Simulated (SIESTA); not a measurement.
AlNi3:

```xyz
4
Lattice="3.5231 0.0000 0.0000 0.0000 3.5231 0.0000 0.0000 0.0000 3.5231" Properties=species:S:1:pos:R:3 pbc="T T T"
Ni    1.7615    1.7615    0.0000
Ni    1.7615    0.0000    1.7615
Ni    0.0000    1.7615    1.7615
Al    0.0000    0.0000    0.0000
```

The cell is a database's computed one.

| Property | Result |
| --- | --- |
| Program | SIESTA 5.4.2 |
| Task | single point |
| Functional | PBE |
| Potentials or basis | PseudoDojo 0.4 standard (PBE files) |
| Basis | DZP (energy shift 0.003 Ry; two zetas on semicore shells) |
| Grid cutoff | 800 Ry |
| Energy shift | 0.003 Ry |
| k mesh | 8 × 8 × 8 |
| Occupations | fermi-dirac, width 0.05 eV |
| Spin | collinear spin, ferromagnetic start |
| Starting moments | [1.0, 1.0, 1.0, 0.0] μB |

On this cell: pressure 5.7 GPa; largest force zero by symmetry; net moment 0.69 μB per cell; site moments Ni +0.25; Al -0.06 μB; band gap on the k mesh none (metal or under the smearing width).

The same run follows on a disturbed copy (atoms moved at random, drawn with an rms of 0.05 Å):

```
Ni Al
1.0
     3.52305    0.00000    0.00000
     0.00000    3.52305    0.00000
     0.00000    0.00000    3.52305
Ni Al
3 1
Direct
  0.50269 0.49641 0.01358
  0.50059 0.00624 0.49795
  0.98379 0.49754 0.50453
  0.99986 0.99934 0.99802
```

Q: What does the disturbed cell give?

A: The energy (extrapolated to zero smearing) moves by +9.8 meV/atom; pressure 6.4 GPa; largest force 0.709 eV/Å; net moment 0.69 μB per cell; site moments Ni +0.25; Al -0.06 μB; band gap on the k mesh none (metal or under the smearing width).

Forces on the atoms (eV/Å):
```
Ni  -0.425  0.239 -0.452
Ni  -0.356 -0.345  0.313
Ni   0.674  0.199  0.090
Al   0.107 -0.097  0.055
```

Stress tensor (GPa, compression positive):
```
 6.37  0.03  0.07
 0.03  6.44 -0.14
 0.07 -0.14  6.45
```

Caveats: short orbitals over semicore shells can move pressures by several GPa; the basis of atomic orbitals isn't converged, which shifts pressures, moduli and gaps.
